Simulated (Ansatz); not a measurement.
Computed with Ansatz 0.2.0, DFT PBE, scalar-relativistic, plane waves, PAW. Several structures of MgGa2O2 were relaxed, and the powder pattern of one of them was computed from 10° to 70° in 2θ (λ = 1.5406 Å; lines under 1 % are left out).

Cu Kα1 powder pattern (kinematic, no thermal factors).
```tsv
2θ (°)	relative intensity
12.12	45
24.38	5
30.97	16
33.37	100
36.93	4
39.80	38
48.95	31
49.97	6
55.09	29
56.64	7
59.96	16
61.12	2
63.73	4
64.56	2
65.96	12
68.19	4
```

**Question.** Which structure gives it?
A. Space group P-3m1 (No. 164), trigonal, a = 3.331 Å, c = 7.296 Å. Around Mg lie 6 O at 2.18 Å; around Ga lies 1 O at 1.81 Å; around O lie 1 Ga at 1.81 Å and 3 Mg at 2.18 Å.
B. Space group Pbam (No. 55), orthorhombic, a = 7.465 Å, b = 7.619 Å, c = 2.890 Å. Mg is surrounded by 4 O at 2.06 Å and 2 Ga at 2.87 Å; Ga is surrounded by 2 O at 2.02 Å, 3 Ga at 2.81–2.89 Å and 1 Mg at 2.87 Å; around O lie 2 Ga at 2.02 Å and 2 Mg at 2.06 Å.
C. Space group Immm (No. 71), orthorhombic, a = 2.889 Å, b = 6.990 Å, c = 10.321 Å. Mg is surrounded by 4 O at 2.02 Å; Ga is surrounded by 2 O at 2.10 Å; O has 2 Mg at 2.02 Å and 2 Ga at 2.10 Å.

**Answer.** A. Its strongest line, at 2θ = 33.37°, has d = λ/(2 sin θ) = 2.683 Å and is the (1 0 1) reflection of the conventional P-3m1 cell with a = 3.331 Å, c = 7.296 Å. The others have their strongest lines at 26.6° (B); 25.5° (C).

The cells needn't be stable.
